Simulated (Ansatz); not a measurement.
# Resistance of the fcc Cu(100) / fcc Pt(100) interface, part 2 of 3

How much resistance does one fcc Cu(100) / fcc Pt(100) interface add to a current across the layers?

Ansatz 0.2.0; Ansatz plane-wave DFT, PBE, PAW files; ballistic transport by layer matching (Landauer), zero bias; PAW set soft_1 (the session's first sound run).

So far, transmission per spin nearest the Fermi level: step 2 (transmission: PBE) 0.741.

### Step 4. Transmission: PBE, coarse mesh, least span asked of the mesh across the current 40 Å

The same cell on a mesh a third as fine shows what a quick run would give. To save time only the energies from -0.06 to 0.06 eV are solved. The mesh is 16×16 and the cutoff, the files' own for this level, 420 eV.

This step: Ansatz plane-wave DFT, PBE, PAW files; ballistic transport by layer matching (Landauer), zero bias; PAW set soft_1 (Ansatz 0.2.0).

input.yaml reads:

```yaml
crystal:
  lattice:
    - [2.6646470521, 0.0, 0.0]
    - [0.0, 2.6646470521, 0.0]
    - [0.0, 0.0, 37.871183144]
  atoms:
    - { symbol: Cu, position: [0.0, 0.0, 0.0264053013] }
    - { symbol: Cu, position: [0.5, 0.5, 0.0703252919] }
    - { symbol: Cu, position: [0.0, 0.0, 0.1142452826] }
    - { symbol: Cu, position: [0.5, 0.5, 0.1581652732] }
    - { symbol: Cu, position: [0.0, 0.0, 0.2020852639] }
    - { symbol: Cu, position: [0.5, 0.5, 0.2460052546] }
    - { symbol: Cu, position: [0.0, 0.0, 0.2899252452] }
    - { symbol: Cu, position: [0.5, 0.5, 0.3338452359] }
    - { symbol: Cu, position: [0.0, 0.0, 0.3777652266] }
    - { symbol: Cu, position: [0.5, 0.5, 0.4216852172] }
    - { symbol: Pt, position: [0.0, 0.0, 0.4716852172] }
    - { symbol: Pt, position: [0.5, 0.5, 0.5277652266] }
    - { symbol: Pt, position: [0.0, 0.0, 0.5838452359] }
    - { symbol: Pt, position: [0.5, 0.5, 0.6399252452] }
    - { symbol: Pt, position: [0.0, 0.0, 0.6960052546] }
    - { symbol: Pt, position: [0.5, 0.5, 0.7520852639] }
    - { symbol: Pt, position: [0.0, 0.0, 0.8081652732] }
    - { symbol: Pt, position: [0.5, 0.5, 0.8642452826] }
    - { symbol: Pt, position: [0.0, 0.0, 0.9203252919] }
    - { symbol: Pt, position: [0.5, 0.5, 0.9764053013] }
kpoints:
  mp_grid: { grid: [14, 14, 1] }
hamiltonian:
  xc: pbe
  pseudopotentials: { kind: paw, azcp: { folder: soft_1 } }
scf:
  occupations: { method: fermi_dirac, width: 0.1 }
output:
  transmission:
    leads: [[4, 5], [14, 15]]
    kmesh: [16, 16]
    e_range: [-0.06, 0.06]
    de: 0.04
  write_potential: true
  write_density: true
  volumetric_format: npy
```

Started as:

```console
$ ansatz run input.yaml --threads 4 --pin off --max-ram 15360MiB --backend cpu --events-out ev --progress --plain --runs-dir out
```

Numbers of over 12 decimals in the logs are rounded to 6 here.

What it wrote:

```text
[...]
Crystal: 20 atoms, lattice volume = 268.898 Å³
Basis set: ecut = 420 eV, 5251 PW (Γ)
Bands: 222, of which v1, the nominal top of the filled ones, is band 185 counted from 1 (184 counted from 0)
Symmetry: 16 space group operations
[...]
k-points: 36 of 196
[...]
SCF iter   1: F=—  HF=-191512.662036 eV  |F-HF|=—  |Δ(HF+E_count)|=         —  Δρ=1.33e-1  dr2=6.50e2  ethr=3.10e-3  ⟨swp⟩=4.2  Hψ=23720  notcnv=0  defer=216
[...]
SCF iter  15: F=-191498.817137 eV  HF=-191498.817137 eV  |F-HF|=1.10e-7  |Δ(HF+E_count)|=   1.05e-7  Δρ=3.65e-6  dr2=8.99e-8  ethr=2.70e-11  ⟨swp⟩=8.2  Hψ=30041  notcnv=0
SCF 1 converged in 15 iterations: F = -191498.817137 eV  dr2 = 8.99e-8
[...]
transmission: 166 of 1620 steps passed
transmission: 326 of 1620 steps passed
[...]
transmission: 1620 of 1620 steps passed
SCF converged after 15 iterations
Free energy (F): -191498.817137 eV
[...]
Internal energy: -191498.237590 eV  (E = F + TS)
E sigma→0 (E₀):  -191498.527364 eV
Entropy (-TS):   -0.579547 eV (-28.977 meV/atom)
Fermi energy:    20.241245 eV
[...]
--- Band table (eV; the first three rows and the last of 36) ---
  k-point 0: bands = [... 181 lower, 19.6668, 19.7620, 19.7940, 19.9331, 19.9351, 19.9947, 19.9947, 20.0761, ... 33 higher]
  k-point 1: bands = [... 181 lower, 19.4831, 19.5985, 19.7508, 19.7897, 19.9341, 19.9431, 20.0406, 20.0924, ... 33 higher]
  k-point 2: bands = [... 181 lower, 19.4924, 19.5459, 19.6016, 19.6144, 19.7592, 19.8161, 19.9573, 20.0476, ... 33 higher]
  k-point 35: bands = [... 181 lower, 21.6291, 21.9680, 21.9680, 22.6650, 22.6650, 23.5003, 23.5003, 23.5350, ... 33 higher]
--- Transmission ---
  basis      : 61 plane waves across, 36 finite elements along
  points     : 45, standing for a mesh of 16 x 16
[...]
channels       : 1.003906e0 a spin
    conductance    : none, the energies end too early or step too widely for 300 K: set another output.transmission.e_range or a lower de, or, where they end at an eighth of basis.ecutwfc, a higher one
    slowest decay  : 0.1267 /Å at (0.5000, 0.3750)
[...]
channels       : 1.890625e0 a spin
[...]
slowest decay  : 0.0141 /Å at (0.4375, 0.4375)
  junction   : crystal 0 to crystal 1, 9.18 to 25.99 Å
    transmission   : 7.760187e-1 a spin
[...]
```

The job ended after 73 s (4 threads of Arm Neoverse V1, shared host; peak memory 2.3 GiB).

The run finished; it serves as a test, and its numbers are not taken as the result.

### Step 5. Resistance: PBE, coarse mesh

This step: Ansatz plane-wave DFT, PBE, PAW files; ballistic transport by layer matching (Landauer), zero bias; specific resistance of one interface, 1/T less the mean of the leads' 1/N; PAW set soft_1 (Ansatz 0.2.0).

Numbers from this step:

```
area resistance                                           : 0.4719 fΩ m²
T over the leads' mean channel count                      : 0.5439
twice the interface resistance (2AR, or 2AR* for magnets) : 0.9438 fΩ m²
```

Twice the interface resistance is 0.944 fΩ m² here, against 1.05 in the first run; 54.4 % of the two leads' mean channel count pass, 53.4 % before.

### Step 6. Transmission: LDA

The functional changes to LDA at the same atoms, which shifts d bands against the Fermi level. To save time only the energies from -0.06 to 0.06 eV are solved. The mesh is 46×46 and the cutoff, the files' own for this level, 420 eV.

This step: Ansatz plane-wave DFT, LDA, PAW files; ballistic transport by layer matching (Landauer), zero bias; PAW set soft_1 (Ansatz 0.2.0).

Changes to input.yaml since step 4:

```diff
@@ -29,4 +29,4 @@
 hamiltonian:
-  xc: pbe
-  pseudopotentials: { kind: paw, azcp: { folder: soft_1 } }
+  xc: lda
+  pseudopotentials: { kind: paw, azcp: { folder: soft_1 }, xc_functional: pbe }
 scf:
@@ -36,3 +36,3 @@
     leads: [[4, 5], [14, 15]]
-    kmesh: [16, 16]
+    kmesh: [46, 46]
     e_range: [-0.06, 0.06]
```

What it wrote:

```text
[...]
Crystal: 20 atoms, lattice volume = 268.898 Å³
Basis set: ecut = 420 eV, 5251 PW (Γ)
Bands: 222, of which v1, the nominal top of the filled ones, is band 185 counted from 1 (184 counted from 0)
Symmetry: 16 space group operations
[...]
k-points: 36 of 196
[...]
SCF iter   1: F=—  HF=-188036.135630 eV  |F-HF|=—  |Δ(HF+E_count)|=         —  Δρ=1.43e-1  dr2=7.08e2  ethr=3.10e-3  ⟨swp⟩=4.4  Hψ=23773  notcnv=0  defer=239
[...]
SCF iter  15: F=-188019.636326 eV  HF=-188019.636326 eV  |F-HF|=7.81e-8  |Δ(HF+E_count)|=   1.34e-7  Δρ=4.58e-6  dr2=6.11e-8  ethr=2.70e-11  ⟨swp⟩=8.6  Hψ=31535  notcnv=0
SCF 1 converged in 15 iterations: F = -188019.636326 eV  dr2 = 6.11e-8
[...]
transmission: 1050 of 10500 steps passed
transmission: 2100 of 10500 steps passed
[...]
transmission: 10500 of 10500 steps passed
SCF converged after 15 iterations
Free energy (F): -188019.636326 eV
[...]
Internal energy: -188019.054941 eV  (E = F + TS)
E sigma→0 (E₀):  -188019.345634 eV
Entropy (-TS):   -0.581385 eV (-29.069 meV/atom)
Fermi energy:    19.835418 eV
[...]
--- Band table (eV; the first three rows and the last of 36) ---
  k-point 0: bands = [... 181 lower, 19.2816, 19.3314, 19.4102, 19.5022, 19.5506, 19.5886, 19.5886, 19.6951, ... 33 higher]
  k-point 1: bands = [... 181 lower, 19.0960, 19.2122, 19.3655, 19.3927, 19.5284, 19.5478, 19.6545, 19.6797, ... 33 higher]
  k-point 2: bands = [... 181 lower, 19.1002, 19.1283, 19.1987, 19.2127, 19.3696, 19.4297, 19.5724, 19.6583, ... 33 higher]
  k-point 35: bands = [... 181 lower, 21.2132, 21.5669, 21.5669, 22.2457, 22.2457, 23.0747, 23.0747, 23.1154, ... 33 higher]
--- Transmission ---
  basis      : 61 plane waves across, 35 finite elements along
  points     : 300, standing for a mesh of 46 x 46
[...]
channels       : 9.985822e-1 a spin
[...]
slowest decay  : 0.0610 /Å at (0.4783, 0.4130)
[...]
channels       : 1.784499e0 a spin
[...]
slowest decay  : 0.0041 /Å at (0.3913, 0.1087)
  junction   : crystal 0 to crystal 1, 9.18 to 25.99 Å
    transmission   : 7.400980e-1 a spin
[...]
```

Elapsed: 2 min, on 4 threads; peak memory 2.3 GiB; 7.8 min of CPU time.

This step gave:

```
free energy                        : -188019.6363 eV
energy at zero smearing            : -188019.3456 eV
Fermi energy                       : 19.84 eV
step of the upper lead's potential : 0.6 meV
```

Per spin. The transmission, zone mean by energy, zero at the Fermi level:

| energy (eV) | transmission, zone mean |
| --- | --- |
| -0.0600 | 0.750 |
| -0.0200 | 0.740 |
| 0.0200 | 0.735 |
| 0.0600 | 0.712 |

Over the solved energies the transmission per spin lies between 0.712 and 0.750, out of 1.00 channels of the lead on average (up to 1.00).

### Step 7. Resistance: LDA

This step: Ansatz plane-wave DFT, LDA, PAW files; ballistic transport by layer matching (Landauer), zero bias; specific resistance of one interface, 1/T less the mean of the leads' 1/N; PAW set soft_1 (Ansatz 0.2.0).

This step gave:

- area resistance: 0.5284 fΩ m²
- T over the leads' mean channel count: 0.5338
- twice the interface resistance (2AR, or 2AR* for magnets): 1.057 fΩ m²

Twice the interface resistance is 1.06 fΩ m² here, against 1.05 in the first run; 53.4 % of the two leads' mean channel count pass, 53.4 % before.

### Step 8. Transmission: r2SCAN, cutoff 500 eV

The same with r2SCAN, the dearer rung. To save time only the energies from -0.06 to 0.06 eV are solved. The mesh is 46×46 and the cutoff, the files' own for this level, 500 eV.

This step: Ansatz plane-wave DFT, r2SCAN, PAW files; ballistic transport by layer matching (Landauer), zero bias; PAW set soft_1 (Ansatz 0.2.0).

Changes to input.yaml since step 6:

```diff
@@ -29,4 +29,4 @@
 hamiltonian:
-  xc: lda
-  pseudopotentials: { kind: paw, azcp: { folder: soft_1 }, xc_functional: pbe }
+  xc: r2scan
+  pseudopotentials: { kind: paw, azcp: { folder: soft_1 } }
 scf:
```

What it wrote:

```text
[...]
Crystal: 20 atoms, lattice volume = 268.898 Å³
Basis set: ecut = 500 eV, 6759 PW (Γ), exchange–correlation on 80×80×1152 points (64 copies of the dense FFT grid, shifted against one another)
Bands: 222, of which v1, the nominal top of the filled ones, is band 185 counted from 1 (184 counted from 0)
Symmetry: 16 space group operations
[...]
k-points: 36 of 196
[...]
SCF iter   1: F=—  HF=-191703.503425 eV  |F-HF|=—  |Δ(HF+E_count)|=         —  Δρ=1.12e-1  dr2=4.89e2  dr2_τ=2.94e0  ethr=3.10e-3  ⟨swp⟩=4.4  Hψ=23841  notcnv=0  defer=356
[...]
SCF iter  22: F=-191695.155550 eV  HF=-191695.155550 eV  |F-HF|=4.15e-8  |Δ(HF+E_count)|=   6.34e-9  Δρ=1.76e-6  dr2=4.60e-8  dr2_τ=5.55e-10  ethr=2.70e-11  ⟨swp⟩=2.0  Hψ=14682  notcnv=0
SCF 1 converged in 22 iterations: F = -191695.155550 eV  dr2 = 4.60e-8
[...]
transmission: 1020 of 10200 steps passed
transmission: 2040 of 10200 steps passed
[...]
transmission: 10200 of 10200 steps passed
SCF converged after 22 iterations
Free energy (F): -191695.155550 eV
[...]
Internal energy: -191694.602800 eV  (E = F + TS)
E sigma→0 (E₀):  -191694.879175 eV
Entropy (-TS):   -0.552749 eV (-27.637 meV/atom)
Fermi energy:    19.987725 eV
[...]
--- Band table (eV; the first three rows and the last of 36) ---
  k-point 0: bands = [... 181 lower, 19.3292, 19.4599, 19.5993, 19.6022, 19.7339, 19.7339, 19.7487, 19.7803, ... 33 higher]
  k-point 1: bands = [... 181 lower, 19.1456, 19.2614, 19.4193, 19.4882, 19.6167, 19.7054, 19.7253, 19.8547, ... 33 higher]
  k-point 2: bands = [... 181 lower, 19.1677, 19.2737, 19.2872, 19.3608, 19.4391, 19.4933, 19.6368, 19.7415, ... 33 higher]
  k-point 35: bands = [... 181 lower, 21.4757, 21.8216, 21.8216, 22.5841, 22.5841, 23.4609, 23.4609, 23.4824, ... 33 higher]
--- Transmission ---
  basis      : 69 plane waves across, 34 finite elements along
  points     : 300, standing for a mesh of 46 x 46
[...]
channels       : 9.910208e-1 a spin
[...]
slowest decay  : 0.0024 /Å at (0.5000, 0.3261)
[...]
channels       : 1.756144e0 a spin
[...]
slowest decay  : 0.0116 /Å at (0.4348, 0.4348)
  junction   : crystal 0 to crystal 1, 9.18 to 25.99 Å
    transmission   : 7.345271e-1 a spin
[...]
```

Wall time 3.7 min (4 threads); peak memory 3.1 GiB; 15 min of CPU time.

This step gave:

| Quantity | Value |
| --- | --- |
| free energy | -191695.1555 eV |
| energy at zero smearing | -191694.8792 eV |
| Fermi energy | 19.99 eV |
| step of the lead's potential | 5.3 meV |
| step of the upper lead's potential | 1.9 meV |

Per spin. The transmission, zone mean by energy, zero at the Fermi level:

| energy (eV) | transmission, zone mean |
| --- | --- |
| -0.0600 | 0.744 |
| -0.0200 | 0.735 |
| 0.0200 | 0.722 |
| 0.0600 | 0.703 |

Over the solved energies the transmission per spin lies between 0.703 and 0.744, out of 0.993 channels of the lead on average (up to 0.999).

### Step 9. Resistance: r2SCAN

This step: Ansatz plane-wave DFT, r2SCAN, PAW files; ballistic transport by layer matching (Landauer), zero bias; specific resistance of one interface, 1/T less the mean of the leads' 1/N; PAW set soft_1 (Ansatz 0.2.0).

This step gave:

* area resistance: 0.5354 fΩ m²
* T over the leads' mean channel count: 0.5346
* twice the interface resistance (2AR, or 2AR* for magnets): 1.071 fΩ m²

Twice the interface resistance is 1.07 fΩ m² here, against 1.05 in the first run; 53.5 % of the two leads' mean channel count pass, 53.4 % before.

### Step 10. Transmission: PBE on the lower metal's lattice, k-mesh 15×15×1, in plane spacing 2.5562 Å

The common lattice is now the lower metal's own, which puts all the misfit on the upper one. To save time only the energies from -0.06 to 0.06 eV are solved. The mesh is 48×48 and the cutoff, the files' own for this level, 420 eV.

This step: Ansatz plane-wave DFT, PBE, PAW files; ballistic transport by layer matching (Landauer), zero bias; PAW set soft_1 (Ansatz 0.2.0).

The cell differs from the one that the last finished run ended in (a 2.665 → 2.556 Å, b 2.665 → 2.556 Å, c 37.871 → 41.154 Å).

input.yaml reads:

```yaml
crystal:
  lattice:
    - [2.5561627297, 0.0, 0.0]
    - [0.0, 2.5561627297, 0.0]
    - [0.0, 0.0, 41.1539249605]
  atoms:
    - { symbol: Cu, position: [0.0, 0.0, 0.0242990189] }
    - { symbol: Cu, position: [0.5, 0.5, 0.0682190096] }
    - { symbol: Cu, position: [0.0, 0.0, 0.1121390002] }
    - { symbol: Cu, position: [0.5, 0.5, 0.1560589909] }
    - { symbol: Cu, position: [0.0, 0.0, 0.1999789815] }
    - { symbol: Cu, position: [0.5, 0.5, 0.2438989722] }
    - { symbol: Cu, position: [0.0, 0.0, 0.2878189629] }
    - { symbol: Cu, position: [0.5, 0.5, 0.3317389535] }
    - { symbol: Cu, position: [0.0, 0.0, 0.3756589442] }
    - { symbol: Cu, position: [0.5, 0.5, 0.4195789349] }
    - { symbol: Pt, position: [0.0, 0.0, 0.4695789349] }
    - { symbol: Pt, position: [0.5, 0.5, 0.5256589442] }
    - { symbol: Pt, position: [0.0, 0.0, 0.5817389535] }
    - { symbol: Pt, position: [0.5, 0.5, 0.6378189629] }
    - { symbol: Pt, position: [0.0, 0.0, 0.6938989722] }
    - { symbol: Pt, position: [0.5, 0.5, 0.7499789815] }
    - { symbol: Pt, position: [0.0, 0.0, 0.8060589909] }
    - { symbol: Pt, position: [0.5, 0.5, 0.8621390002] }
    - { symbol: Pt, position: [0.0, 0.0, 0.9182190096] }
    - { symbol: Pt, position: [0.5, 0.5, 0.9742990189] }
kpoints:
  mp_grid: { grid: [15, 15, 1] }
hamiltonian:
  xc: pbe
  pseudopotentials: { kind: paw, azcp: { folder: soft_1 } }
scf:
  occupations: { method: fermi_dirac, width: 0.1 }
output:
  transmission:
    leads: [[4, 5], [14, 15]]
    kmesh: [48, 48]
    e_range: [-0.06, 0.06]
    de: 0.04
  write_potential: true
  write_density: true
  volumetric_format: npy
```

What it wrote:

```text
[...]
Crystal: 20 atoms, lattice volume = 268.898 Å³
Basis set: ecut = 420 eV, 5269 PW (Γ)
Bands: 222, of which v1, the nominal top of the filled ones, is band 185 counted from 1 (184 counted from 0)
Symmetry: 16 space group operations
[...]
k-points: 36 of 225
[...]
SCF iter   1: F=—  HF=-191509.315822 eV  |F-HF|=—  |Δ(HF+E_count)|=         —  Δρ=1.28e-1  dr2=5.72e2  ethr=3.10e-3  ⟨swp⟩=4.3  Hψ=23886  notcnv=0  defer=222
[...]
SCF iter  16: F=-191496.627992 eV  HF=-191496.627992 eV  |F-HF|=7.02e-8  |Δ(HF+E_count)|=  6.40e-10  Δρ=4.75e-6  dr2=5.39e-8  ethr=2.70e-11  ⟨swp⟩=8.5  Hψ=27717  notcnv=0
SCF 1 converged in 16 iterations: F = -191496.627992 eV  dr2 = 5.39e-8
[...]
transmission: 1203 of 12025 steps passed
transmission: 2405 of 12025 steps passed
[...]
transmission: 12025 of 12025 steps passed
SCF converged after 16 iterations
Free energy (F): -191496.627992 eV
[...]
Internal energy: -191496.096597 eV  (E = F + TS)
E sigma→0 (E₀):  -191496.362295 eV
Entropy (-TS):   -0.531394 eV (-26.570 meV/atom)
Fermi energy:    20.232128 eV
[...]
--- Band table (eV; the first three rows and the last of 36) ---
  k-point 0: bands = [... 181 lower, 19.7762, 20.1205, 20.1205, 20.3016, 20.3264, 20.3331, 20.3842, 20.4037, ... 33 higher]
  k-point 1: bands = [... 181 lower, 19.8526, 20.0692, 20.1879, 20.2227, 20.2803, 20.3327, 20.3635, 20.4131, ... 33 higher]
  k-point 2: bands = [... 181 lower, 19.8846, 19.9269, 20.0109, 20.0603, 20.0842, 20.1404, 20.1837, 20.2402, ... 33 higher]
  k-point 35: bands = [... 181 lower, 22.1954, 22.2025, 22.6905, 22.8836, 23.4671, 23.6414, 23.8374, 24.2908, ... 33 higher]
--- Transmission ---
  basis      : 61 plane waves across, 37 finite elements along
  points     : 325, standing for a mesh of 48 x 48
[...]
channels       : 9.205729e-1 a spin
[...]
slowest decay  : 0.0886 /Å at (0.4583, 0.3750)
[...]
channels       : 1.382813e0 a spin
[...]
slowest decay  : 0.0144 /Å at (0.3750, 0.1250)
  junction   : crystal 0 to crystal 1, 9.83 to 28.10 Å
    transmission   : 6.221309e-1 a spin
[...]
```

Wall time 2 min (4 threads); peak memory 2.3 GiB; 7.6 min of CPU time.

This step gave:

```yaml
free_energy: -191496.6280 eV
energy_at_zero_smearing: -191496.3623 eV
fermi_energy: 20.23 eV
cell_area: 6.534 Å²
step_of_the_lead_s_potential: 2.1 meV
step_of_the_upper_lead_s_potential: 0.2 meV
```

Per spin. Transmission, zone mean against energy, zero at the Fermi level:

| energy (eV) | transmission, zone mean |
| --- | --- |
| -0.0600 | 0.629 |
| -0.0200 | 0.622 |
| 0.0200 | 0.602 |
| 0.0600 | 0.590 |

Over the solved energies the transmission per spin lies between 0.590 and 0.629, out of 0.916 channels of the lead on average (up to 0.921).

[end of part 2 of 3]

[Logs are printed without paths, hosts, clocks, repeated set-up lines and the standing remarks that a program may print on its own settings, such as how far it seeks lower states.]

[Hosts, paths, dates, database ids (printed as entryN), source tags and the programs' standing remarks are cut or masked in the printed files.]
